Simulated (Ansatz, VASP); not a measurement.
# CdSe (Cadmoselite) in two plane-wave programs

Wanted: the spread between two codes on one cell, functional and k mesh. Other levels of theory on this material are compared in a session of their own.

Calculated with Ansatz 0.2.0; plane waves, with VASP 6.6.1 beside it; band structure at r2SCAN.

## 1. Starting point

It takes space group P6_3mc (No. 186, hexagonal). Conventional cell: a = 4.299 Å, b = 4.299 Å, c = 7.010 Å, α = 90.00°, β = 90.00°, γ = 120.00°. Cd has 4 Se at 2.63 to 2.64 Å nearest. Nearest to Se lie 4 Cd at 2.63 to 2.64 Å. Farther neighbours and most contacts between anions are not listed.

## 2. VASP: band structure, r2SCAN

Levels along a path test the potential and the projectors away from the mesh points.

Lines of VASP's logs that name or quote its potential files are left out, and so is its time.

Contents of INCAR:

```
SYSTEM = CdSe
PREC = Accurate
ENCUT = 400
EDIFF = 1E-06
NELM = 100
ISMEAR = 0
SIGMA = 0.02
LREAL = .FALSE.
ALGO = Normal
METAGGA = R2SCAN
LASPH = .TRUE.
NBANDS = 32
LORBIT = 11
LWAVE = .FALSE.
LCHARG = .FALSE.
KPAR = 4
NCORE = 2
```

Contents of POSCAR:

```
CdSe
1.0
    4.2990000000      0.0000000000      0.0000000000
   -2.1495000000      3.7230432109      0.0000000000
    0.0000000000      0.0000000000      7.0100000000
Cd Se
2 2
Direct
    0.3333333333      0.6666666667      0.0000000000
    0.6666666667      0.3333333333      0.5000000000
    0.3333333333      0.6666666667      0.3767900000
    0.6666666667      0.3333333333      0.8767900000
```

Contents of KPOINTS:

```
Automatic mesh
0
Gamma
4 4 2
0 0 0
```

Contents of KPOINTS_OPT:

```
Line mode
16
Line-mode
Reciprocal
  0.00000000   0.00000000   0.00000000 GAMMA
  0.50000000   0.00000000   0.00000000 M

  0.50000000   0.00000000   0.00000000 M
  0.33333333   0.33333333   0.00000000 K

  0.33333333   0.33333333   0.00000000 K
  0.00000000   0.00000000   0.00000000 GAMMA

  0.00000000   0.00000000   0.00000000 GAMMA
  0.00000000   0.00000000   0.50000000 A

  0.00000000   0.00000000   0.50000000 A
  0.50000000   0.00000000   0.50000000 L

  0.50000000   0.00000000   0.50000000 L
  0.33333333   0.33333333   0.50000000 H

  0.33333333   0.33333333   0.50000000 H
  0.00000000   0.00000000   0.50000000 A

  0.50000000   0.00000000   0.50000000 L
  0.50000000   0.00000000   0.00000000 M

  0.33333333   0.33333333   0.00000000 K
  0.33333333   0.33333333   0.50000000 H
```

Potentials, in the order of the species: Cd and Se (PBE family, release 64).

The run is started by

```sh
$ mpirun -np 8 vasp_std
```

Numbers of over 12 decimals in the logs are rounded to 6 here.

The log of the run:

```text
[banner, memory and clock lines left out]
running    8 mpi-ranks, on    1 nodes
 distrk:  each k-point on    2 cores,    4 groups
 distr:  one band on    2 cores,    1 groups

 POSCAR found type information on POSCAR CdSe
 POSCAR found :  2 types and       4 ions
|                                                                             |
|               ----> ADVICE to this user running VASP <----                  |
|                                                                             |
|     You enforced a specific xc type in the INCAR file but a different       |
|     [... a line on the potential file left out ...]
|     I HOPE YOU KNOW WHAT YOU ARE DOING!                                     |
|                                                                             |

 LDA part: xc-table for (None), standard interpolation
 POSCAR, INCAR and KPOINTS ok, starting setup
 FFT: planning ... GRIDC
 FFT: planning ... GRID_SOFT
 FFT: planning ... GRID
 WAVECAR not read
 entering main loop
       N       E                     dE             d eps       ncg     rms          rms(c)
DAV:   1     0.143367697154E+03    0.14337E+03   -0.14857E+04   512   0.846E+02
DAV:   2    -0.713909419894E+02   -0.21476E+03   -0.20589E+03   600   0.246E+02
DAV:   3    -0.814524255223E+02   -0.10061E+02   -0.10015E+02   624   0.555E+01
DAV:   4    -0.815053592272E+02   -0.52934E-01   -0.52930E-01   560   0.398E+00
DAV:   5    -0.815057050039E+02   -0.34578E-03   -0.34578E-03   624   0.286E-01    0.851E+00
DAV:   6    -0.717969763777E+02    0.97087E+01   -0.59376E+00   536   0.237E+01    0.108E+01
DAV:   7    -0.717496060665E+02    0.47370E-01   -0.40684E-01   576   0.436E+00    0.803E+00
DAV:   8    -0.717555550079E+02   -0.59489E-02   -0.22966E-01   536   0.370E+00    0.168E+00
DAV:   9    -0.717616873893E+02   -0.61324E-02   -0.28010E-02   584   0.935E-01    0.265E-01
DAV:  10    -0.717615360259E+02    0.15136E-03   -0.26537E-03   592   0.347E-01    0.117E-01
DAV:  11    -0.717616512850E+02   -0.11526E-03   -0.86210E-04   576   0.208E-01    0.509E-02
DAV:  12    -0.717616602346E+02   -0.89496E-05   -0.37835E-05   616   0.515E-02    0.353E-02
DAV:  13    -0.717616609202E+02   -0.68560E-06   -0.31741E-05   568   0.455E-02    0.669E-03
DAV:  14    -0.717616620295E+02   -0.11093E-05   -0.22190E-06   448   0.111E-02    0.522E-03
DAV:  15    -0.717616618178E+02    0.21168E-06   -0.10844E-07   264   0.218E-03
   1 F= -.71761662E+02 E0= -.71761662E+02  d E =-.259801E-12
 Start KPOINTS_OPT (optional k-point list driver)
k-point batch [1-8\144]
       N       E                     dE             ncg
DAV:   1     0.218139513728E+03   -0.87997E+03      512
DAV:   2    -0.152544621434E+04   -0.17436E+04      608
DAV:   3    -0.160691408254E+04   -0.81468E+02      568
DAV:   4    -0.160737286565E+04   -0.45878E+00      576
DAV:   5    -0.160737603882E+04   -0.31732E-02      576
DAV:   6    -0.160737608708E+04   -0.48255E-04      600
DAV:   7    -0.160737608809E+04   -0.10070E-05      496
DAV:   8    -0.160737608812E+04   -0.38440E-07      384
[...]
k-point batch [137-144\144]
       N       E                     dE             ncg
DAV:   1     0.828527684316E+02   -0.82076E+04      512
DAV:   2    -0.162698510388E+04   -0.17098E+04      608
DAV:   3    -0.170326404156E+04   -0.76279E+02      616
DAV:   4    -0.170363768666E+04   -0.37365E+00      584
DAV:   5    -0.170364027741E+04   -0.25908E-02      640
DAV:   6    -0.170364031390E+04   -0.36484E-04      568
DAV:   7    -0.170364031455E+04   -0.64928E-06      568
```

OUTCAR, selected parts (step 2):

```text
ion  position               nearest neighbor table
   1  0.333  0.667  0.000-   4 2.63   4 2.63   4 2.63   3 2.64
   2  0.667  0.333  0.500-   3 2.63   3 2.63   3 2.63   4 2.64
   3  0.333  0.667  0.377-   2 2.63   2 2.63   2 2.63   1 2.64
   4  0.667  0.333  0.877-   1 2.63   1 2.63   1 2.63   2 2.64

  LATTYP: Found a hexagonal cell.
 ALAT       =     4.2990000000
 C/A-ratio  =     1.6306117702

 Subroutine GETGRP returns: Found 12 space group operations
 (whereof  6 operations were pure point group operations)

The static configuration has the point symmetry C_3v.
 The point group associated with its full space group is C_6v.

 Found      8 irreducible k-points:

   k-points           NKPTS =      8   k-points in BZ     NKDIM =      8   number of bands    NBANDS=     32

   dimension x,y,z NGX =    28 NGY =   28 NGZ =   48
   dimension x,y,z NGXF=    56 NGYF=   56 NGZF=   96

   ENCUT  =  400.0 eV  29.40 Ry    5.42 a.u.   7.01  7.01 11.43*2*pi/ulx,y,z

   NELECT =      36.0000    total number of electrons

 k-points in reciprocal lattice and weights: Automatic mesh
   0.00000000  0.00000000  0.00000000       0.031
   0.25000000  0.00000000  0.00000000       0.188
   0.50000000  0.00000000  0.00000000       0.094
   0.25000000  0.25000000  0.00000000       0.188
   0.00000000  0.00000000  0.50000000       0.031
   0.25000000  0.00000000  0.50000000       0.188
   0.50000000  0.00000000  0.50000000       0.094
   0.25000000  0.25000000  0.50000000       0.188

 average (electrostatic) potential at core
       1 -45.5157       2 -45.5157       3 -60.8202       4 -60.8202

 E-fermi :   0.7725

 k-point     1 :       0.0000    0.0000    0.0000
  band No.  band energies     occupation
    ...
     14      -0.0955      2.00000
     15      -0.0955      2.00000
     16       0.6371      2.00000
     17       0.6793      2.00000
     18       0.6793      2.00000
     19       1.8378      0.00000
     20       3.3352      0.00000
     21       7.0501      0.00000
     22       7.0501      0.00000
     23       7.3588      0.00000
    ...

 k-point     2 :       0.2500    0.0000    0.0000
  band No.  band energies     occupation
    ...
     14      -1.8578      2.00000
     15      -1.4270      2.00000
     16      -0.7142      2.00000
     17       0.1650      2.00000
     18       0.2824      2.00000
     19       3.7250      0.00000
     20       4.5851      0.00000
     21       6.2406      0.00000
     22       7.0413      0.00000
     23       7.6554      0.00000
    ...

 k-point     3 :       0.5000    0.0000    0.0000
  band No.  band energies     occupation
    ...
     14      -2.9859      2.00000
     15      -2.0232      2.00000
     16      -1.2245      2.00000
     17      -0.6692      2.00000
     18      -0.1005      2.00000
     19       4.3650      0.00000
     20       4.3734      0.00000
     21       5.7617      0.00000
     22       7.3350      0.00000
     23       7.6282      0.00000
    ...

  Total        1.1764932      1.1764932      0.8432921      0.0000000      0.0000000      0.0000000
  in kB       16.8002780     16.8002780     12.0421788      0.0000000      0.0000000      0.0000000
  external PRESSURE =      15.2142449 kB  Pullay stress =       0.0000000 kB

  energy-cutoff  :      400.00
  volume of cell :      112.20
      direct lattice vectors                 reciprocal lattice vectors
     4.299000000  0.000000000  0.000000000     0.232612235  0.134298737  0.000000000
    -2.149500000  3.723043211  0.000000000     0.000000000  0.268597473  0.000000000
     0.000000000  0.000000000  7.010000000     0.000000000  0.000000000  0.142653352

 POSITION                                       TOTAL-FORCE (eV/Angst)
 -----------------------------------------------------------------------------------
     -0.00000      2.48203      0.00000         0.000000      0.000000      0.048438
      2.14950      1.24101      3.50500        -0.000000      0.000000      0.048438
     -0.00000      2.48203      2.64130         0.000000      0.000000     -0.048438
      2.14950      1.24101      6.14630         0.000000     -0.000000     -0.048438
 -----------------------------------------------------------------------------------
    total drift:                                0.000000      0.000000     -0.003961

  FREE ENERGIE OF THE ION-ELECTRON SYSTEM (eV)
  ---------------------------------------------------
  free  energy   TOTEN  =       -71.7616618178 eV

  energy  without entropy=      -71.7616618178  energy(sigma->0) =      -71.76166182

 total charge
# of ion       s       p       d       tot
------------------------------------------
    1        0.419   0.309   9.570  10.299
    2        0.419   0.309   9.570  10.299
    3        1.435   2.463   0.022   3.920
    4        1.435   2.463   0.022   3.920
--------------------------------------------------
tot          3.708   5.545  19.184  28.437

[... 3 further parts left out ...]
```

The run ends at a pressure of 1.52 GPa, with forces up to 0.048 eV/Å.

## 3. Ansatz: band structure, r2SCAN

Ansatz runs on its default PAW (the set named soft_2) files.

The same cell, functional, mesh and smearing now go to Ansatz, which takes its cutoff from its data sets.

Contents of input.yaml:

```yaml
crystal:
  lattice:
    - [4.299, 0.0, 0.0]
    - [-2.1495, 3.7230432109, 0.0]
    - [0.0, 0.0, 7.01]
  atoms:
    - { symbol: Cd, position: [0.3333333333, 0.6666666667, 0.0] }
    - { symbol: Cd, position: [0.6666666667, 0.3333333333, 0.5] }
    - { symbol: Se, position: [0.3333333333, 0.6666666667, 0.37679] }
    - { symbol: Se, position: [0.6666666667, 0.3333333333, 0.87679] }
hamiltonian:
  xc: r2scan
  pseudopotentials: { kind: paw }
kpoints:
  mp_grid: { grid: [4, 4, 2] }
  band_path:
    path:
      - [0.0, 0.0, 0.0]
      - [0.13333, 0.0, 0.0]
      - [0.3, 0.0, 0.0]
      - [0.46667, 0.0, 0.0]
      - [0.46667, 0.06667, 0.0]
      - [0.41111, 0.17778, 0.0]
      - [0.35556, 0.28889, 0.0]
      - [0.28889, 0.28889, 0.0]
      - [0.17778, 0.17778, 0.0]
      - [0.06667, 0.06667, 0.0]
      - [0.0, 0.0, 0.03333]
      - [0.0, 0.0, 0.2]
      - [0.0, 0.0, 0.36667]
      - [0.0, 0.0, 0.5]
      - [0.16667, 0.0, 0.5]
      - [0.3, 0.0, 0.5]
      - [0.46667, 0.0, 0.5]
      - [0.46667, 0.06667, 0.5]
      - [0.41111, 0.17778, 0.5]
      - [0.35556, 0.28889, 0.5]
      - [0.28889, 0.28889, 0.5]
      - [0.17778, 0.17778, 0.5]
      - [0.06667, 0.06667, 0.5]
      - [0.5, 0.0, 0.46667]
      - [0.5, 0.0, 0.3]
      - [0.5, 0.0, 0.13333]
      - [0.33333, 0.33333, 0.0]
      - [0.33333, 0.33333, 0.16667]
      - [0.33333, 0.33333, 0.33333]
      - [0.33333, 0.33333, 0.5]
    npoints: 1
scf:
  occupations: { method: gaussian, width: 0.02 }
  n_extra_bands: 8
output:
  forces: true
  stress: true
  eigenvalues: true
```

The run is started by

```sh
$ ansatz run input.yaml --threads 2 --pin off --max-ram 4608MiB --backend cpu --events-out ev --progress --plain --runs-dir out
```

The log of the run:

```text
scf.n_extra_bands = 8 over 36 filled bands (N_el = 72.0): the run solves 44 bands
Engine: ansatz 0.2.0, x86_64-unknown-linux-gnu
Pseudopotentials: kind: paw
Pseudopotential: Cd, paw, valence charge 20, recommended cutoff 500 eV (meta_gga), Cd.paw.azcp
Pseudopotential: Se, paw, valence charge 16, recommended cutoff 500 eV (meta_gga), Se.paw.azcp
Functional definition: r2SCAN
  parameter k0 = 0.174
  parameter k1 = 0.065
  parameter a1 = 4.9479
  exchange = r2scan_x(k0 = k0, k1 = k1, a1 = a1)
  correlation = r2scan_c
Crystal: 4 atoms, lattice volume = 112.198 Å³
Basis set: ecut = 500 eV, 2851 PW (Γ), exchange–correlation on 128×128×216 points (64 copies of the dense FFT grid, shifted against one another)
Bands: 44, of which v1, the nominal top of the filled ones, is band 36 counted from 1 (35 counted from 0)
Symmetry: 12 space group operations
Space group: P63mc (ITA 186), of the structure as read, at distance tolerance 4.8e-5 Å
k-points: 8 of 32
Non-local potential: Cd, projectors of the file, l = 0: 3, l = 1: 2, l = 2: 2, l = 3: 1
Non-local potential: Se, projectors of the file, l = 0: 2, l = 1: 2, l = 2: 3, l = 3: 1
PAW form: soft (Blöchl's): semilocal exchange-correlation on the pseudo side does not see the compensation charge
PAW frozen core: Cd, regenerated for the run's functional (the file was generated under x = pbe(κ = 0.804, μ = 0.219515), c = pbe(β = 0.066725))
PAW frozen core: Se, regenerated for the run's functional (the file was generated under x = pbe(κ = 0.804, μ = 0.219515), c = pbe(β = 0.066725))
PAW one-centre angular grid: Cd, 590 points (default); XC on 160 Gauss nodes
PAW one-centre angular grid: Se, 590 points (default); XC on 160 Gauss nodes
Initial density: superposition of atomic densities (neutral atoms: chi_scale 0, normalization atom), corrected by the library's trained network
Initial wavefunctions: pseudopotential atomic-orbital guess
Functional: x = r2scan, c = r2scan; τ floored in thin density (d = 2e-4 eV/Å³)
SCF iter   1: F=—  HF=-27495.595711 eV  |F-HF|=—  |Δ(HF+E_count)|=         —  Δρ=5.53e-3  dr2=2.33e-2  dr2_τ=3.17e-2  ethr=1.77e-3  ⟨swp⟩=6.5  Hψ=1316  notcnv=0
preconditioner: auto → Resta (q_TF=auto, 2.534 Å⁻¹)  ε∞=3.7  [insulator: Δε(μ)=1.179 eV  Ē_g=12.850 eV  σ=0.020 eV  W_gap=1.00  n_scr=34 (ndim 8)  ℏωp=21.0 eV  f_vac=0.201  D(μ)=0.00/eV (n_scr^D=0)  ε∞_Penn≈3.7]
SCF iter   2: F=—  HF=-27495.611872 eV  |F-HF|=—  |Δ(HF+E_count)|=   1.62e-2  Δρ=3.05e-3  dr2=5.93e-3  dr2_τ=1.04e-3  ethr=3.24e-5  ⟨swp⟩=2.6  Hψ=697  notcnv=0  defer=23
SCF iter   3: F=—  HF=-27495.613868 eV  |F-HF|=—  |Δ(HF+E_count)|=   2.00e-3  Δρ=9.52e-4  dr2=8.26e-4  dr2_τ=6.16e-5  ethr=8.23e-6  ⟨swp⟩=2.1  Hψ=438  notcnv=0  defer=23
SCF iter   4: F=—  HF=-27495.614165 eV  |F-HF|=—  |Δ(HF+E_count)|=   2.97e-4  Δρ=1.95e-4  dr2=3.53e-5  dr2_τ=2.60e-6  ethr=1.15e-6  ⟨swp⟩=2.8  Hψ=623  notcnv=0  defer=23
SCF iter   5: F=—  HF=-27495.614219 eV  |F-HF|=—  |Δ(HF+E_count)|=   5.36e-5  Δρ=6.59e-5  dr2=6.03e-6  dr2_τ=1.58e-7  ethr=4.91e-8  ⟨swp⟩=2.8  Hψ=601  notcnv=0  defer=23
SCF iter   6: F=—  HF=-27495.614222 eV  |F-HF|=—  |Δ(HF+E_count)|=   3.17e-6  Δρ=1.68e-5  dr2=2.68e-7  dr2_τ=8.57e-9  ethr=8.38e-9  ⟨swp⟩=2.0  Hψ=473  notcnv=0  defer=23
SCF iter   7: F=-27495.614222 eV  HF=-27495.614222 eV  |F-HF|=1.24e-8  |Δ(HF+E_count)|=   1.75e-7  Δρ=3.84e-6  dr2=1.62e-8  dr2_τ=9.35e-10  ethr=1.39e-10  ⟨swp⟩=8.6  Hψ=1522  notcnv=0
SCF 1 converged in 7 iterations: F = -27495.614222 eV  dr2 = 1.62e-8
  greatest PAW one-centre occupation: 1.001 electrons in one spin orbital (limit 2), on the Cd atom at site 1 (counted from 0), in its partial waves of l = 1
NSCF: frozen V_eff on 30 k-points
SCF converged after 7 iterations
Free energy (F): -27495.614222 eV
Harris-Foulkes:  -27495.614222 eV  (|F-HF|=1.24e-8)
Internal energy: -27495.614222 eV  (E = F + TS)
E sigma→0 (E₀):  -27495.614222 eV
Fermi energy:    7.817021 eV
--- Per-component energies (eV) ---
  E_band       = -1852.542345
  E_kinetic    = 1249.864771
  E_local      = -12770.999303  (includes V_loc(G=0)·N_el)
  E_nonlocal   = -1121.560241
  E_hartree    = 6079.049726
  E_xc         = -533.909167
  E_vxc        = -704.161395  (∫ρ·V_xc dr)
  E_paw        = -12062.531314  (= ΣΔE_a)
  E_vpaw       = -708.832723  (= ΣTr[D̂ρ^β])
  E_aug_tail   = -0.000412  (compensation charges beyond the density's cutoff)
  E_vtau       = 45.038303  (kinetic-family band-sum trace: ∫τ·v_τ [+ j·A + Jᵃ·Aᵃ] dr)
  E_ewald      = -8330.869200
  E_core_change = -4.659082  (= ΣΔE_core)
  E_smearing   = -0.000000  (= −TS)
  E_closure    = -0.000000  (closes the sum)
  Σ components = -27495.614222   (vs F -27495.614222, Δ=0.00e0)
--- Forces (eV/Å), atoms counted from 1 ---
  atom   1  Cd     0.00000000    -0.00000000     0.04652976
  atom   2  Cd    -0.00000000     0.00000000     0.04652976
  atom   3  Se     0.00000000    -0.00000000    -0.04654664
  atom   4  Se     0.00000000     0.00000000    -0.04654664
  max |Σ_I F_I| component: 3.38e-5 eV/Å
--- Stress (GPa, compression-positive) ---
        1.800700       0.000000       0.000000
        0.000000       1.800700       0.000000
        0.000000       0.000000       1.330267
  P = ⅓ Tr σ = 1.6439 GPa (16.439 kbar)
--- Band table (eV; the first three rows and the last of 8) ---
  k-point 0: bands = [... 32 lower, 6.4613, 7.1894, 7.2319, 7.2319, 8.4020, 9.9003, 13.6253, 13.6253, ... 4 higher]
  k-point 1: bands = [... 32 lower, 6.8306, 6.8306, 6.8306, 6.8306, 10.0744, 10.0744, 13.5355, 13.5355, ... 4 higher]
  k-point 2: bands = [... 32 lower, 5.1345, 5.8455, 6.7200, 6.8371, 10.2826, 11.1499, 12.7926, 13.6041, ... 4 higher]
  k-point 7: bands = [... 32 lower, 5.1399, 5.1399, 6.0175, 6.0175, 11.4162, 11.4162, 13.1910, 13.1910, ... 4 higher]
```

Wall time 7.5 s (2 threads of AMD EPYC 7B13 (Zen 3), shared host); peak memory 0.62 GiB.

The column dr2 measures how far the density is from self-consistency, as an energy; F and HF (Harris–Foulkes) agree once it is small.

## 4. Comparison

Known differences besides the potentials themselves: VASP keeps PBE cores, Ansatz makes them for the functional; the data sets hold 72 valence electrons in Ansatz (default PAW (the set named soft_2) files) and 36 in VASP; the cutoff is 500 eV in Ansatz and 400 eV in VASP. Total energies have different zeros and are not compared.

Both answers:

```tsv
quantity	Ansatz	VASP	difference
pressure (GPa)	1.64	1.52	+0.12
gap over the path points (eV)	1.170	1.159	+0.012
```

Forces (eV/Å; atoms numbered as in POSCAR):

```tsv
atom	Ansatz x, y, z	VASP x, y, z
Cd1	0.000, 0.000, 0.047	0.000, 0.000, 0.048
Cd2	0.000, 0.000, 0.047	0.000, 0.000, 0.048
Se3	0.000, 0.000, -0.047	0.000, 0.000, -0.048
Se4	0.000, 0.000, -0.047	0.000, 0.000, -0.048
```

Levels at points of the path, from each program's valence-band top (eV; 4 filled, then empty):

```tsv
k (reciprocal lattice)	Ansatz	VASP
0.000 0.000 0.000	-0.77 -0.04 0.00 0.00 1.17 2.67 6.39	-0.78 -0.04 0.00 0.00 1.16 2.66 6.37
0.133 0.000 0.000	-1.00 -0.99 -0.17 -0.13 2.12 3.37 5.83	-1.00 -1.00 -0.18 -0.13 2.12 3.36 5.82
0.300 0.000 0.000	-2.48 -1.55 -0.71 -0.52 3.33 3.90 5.51	-2.49 -1.56 -0.71 -0.52 3.32 3.88 5.51
0.467 0.000 0.000	-2.71 -1.88 -1.31 -0.77 3.69 3.72 5.11	-2.72 -1.89 -1.32 -0.77 3.68 3.70 5.10
0.467 0.067 0.000	-2.68 -1.99 -1.36 -0.88 3.83 3.89 5.05	-2.69 -1.99 -1.37 -0.89 3.83 3.88 5.04
0.411 0.178 0.000	-2.75 -2.23 -1.50 -1.33 4.46 4.77 4.84	-2.77 -2.24 -1.51 -1.34 4.46 4.77 4.82
0.356 0.289 0.000	-3.08 -2.04 -1.76 -1.69 4.54 5.14 5.34	-3.09 -2.05 -1.77 -1.70 4.52 5.15 5.34
0.289 0.289 0.000	-2.95 -2.22 -1.61 -1.57 4.61 4.95 5.37	-2.96 -2.23 -1.62 -1.58 4.60 4.95 5.37
0.178 0.178 0.000	-2.58 -1.83 -0.80 -0.71 3.66 4.69 5.54	-2.59 -1.84 -0.81 -0.71 3.66 4.68 5.53
0.067 0.067 0.000	-1.01 -0.77 -0.14 -0.11 1.96 3.24 5.94	-1.02 -0.77 -0.14 -0.11 1.96 3.23 5.92
```

The forces differ by 1.1 meV/Å r.m.s., which is 3.9 % of the r.m.s. force of 0.03 eV/Å (both taken over all components). Among the levels compared at these points, filled levels agree within 14 meV and empty ones within 23 meV. Ansatz's pressure holds a Pulay correction of 0.04 GPa; VASP's holds none.

## 5. Outcome

```json
{
  "difference in gap over the path points (band structure, r2SCAN)": "0.012 eV"
}
```

In words: The difference in gap over the path points is 0.012 eV (band structure, r2SCAN), within the 0.08 eV picked in this series as the mark of a large difference. 5 further runs of this series are not shown here. How closely two codes agree says nothing of how well the functional describes the real material.

[Lines on the potential files, build, host, timing and source positions are cut from VASP's logs without a mark.]

[Logs are printed without paths, hosts, clocks, repeated set-up lines and the standing remarks that a program may print on its own settings, such as how far it seeks lower states.]

[Hosts, paths, dates, database ids (printed as entryN), source tags and the programs' standing remarks are cut or masked in the printed files.]
